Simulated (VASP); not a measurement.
Crystal: BaTiO3.

```xyz
5
Lattice="3.9998 0.0000 0.0000 0.0000 3.9998 0.0000 0.0000 0.0000 4.0180" Properties=species:S:1:pos:R:3 pbc="T T T"
Ba    0.0000    0.0000    0.0000
Ti    1.9999    1.9999    1.9688
O     1.9999    1.9999    0.0763
O     1.9999    0.0000    2.0773
O     0.0000    1.9999    2.0773
```

```yaml
Program: VASP 6.6.1
Task: relaxation of cell and atoms
Functional: PBEsol
Potentials_or_basis: VASP PAW PBE potentials, release 64 (Ba_sv, Ti_sv, O)
Cutoff: 600 eV
k_mesh: 8 × 8 × 8
Occupations: gaussian, width 0.03 eV
Spin: no spin polarisation
```

At the start: pressure -2.2 GPa; volume 12.86 Å³/atom.

Q: Where does the relaxation end?

A: Over 13 steps the energy falls by 3.0 meV/atom and the volume is 12.79 Å³/atom (-0.5 %); space group P4mm (No. 99, to 0.05 Å).

Step by step:
| step | energy change (eV) | largest force (eV/Å) | pressure (GPa) | volume (Å³) |
| --- | --- | --- | --- | --- |
| 1 | 0.0000 | 0.3270 | -2.15 | 64.28 |
| 2 | -0.0031 | 0.0389 | 2.65 | 62.69 |
| 3 | -0.0086 | 0.1429 | 0.46 | 63.38 |
| 4 | -0.0112 | 0.0847 | 0.32 | 63.51 |
| 5 | -0.0125 | 0.0977 | 0.08 | 63.79 |
| 6 | -0.0127 | 0.0942 | 0.10 | 63.71 |
| 7 | -0.0137 | 0.0544 | -0.07 | 63.84 |
| 8 | -0.0141 | 0.0693 | -0.37 | 64.05 |
| 9 | -0.0145 | 0.0625 | 0.06 | 63.93 |
| 10 | -0.0145 | 0.0629 | 0.08 | 63.93 |
| 11 | -0.0147 | 0.0363 | 0.05 | 63.95 |
| 12 | -0.0148 | 0.0297 | 0.01 | 63.96 |
| 13 | -0.0149 | 0.0058 | 0.02 | 63.97 |

Final structure:
```xyz
5
Lattice="3.9665 0.0000 0.0000 0.0000 3.9665 0.0000 0.0000 0.0000 4.0663" Properties=species:S:1:pos:R:3 pbc="T T T"
Ba    0.0000    0.0000    4.0608
Ti    1.9832    1.9832    1.9599
O     1.9832    1.9832    0.1180
O     1.9832    0.0000    2.1009
O     0.0000    1.9832    2.1009
```

Caveat: the PAW data sets were made with another functional, which shifts forces and pressure a little.
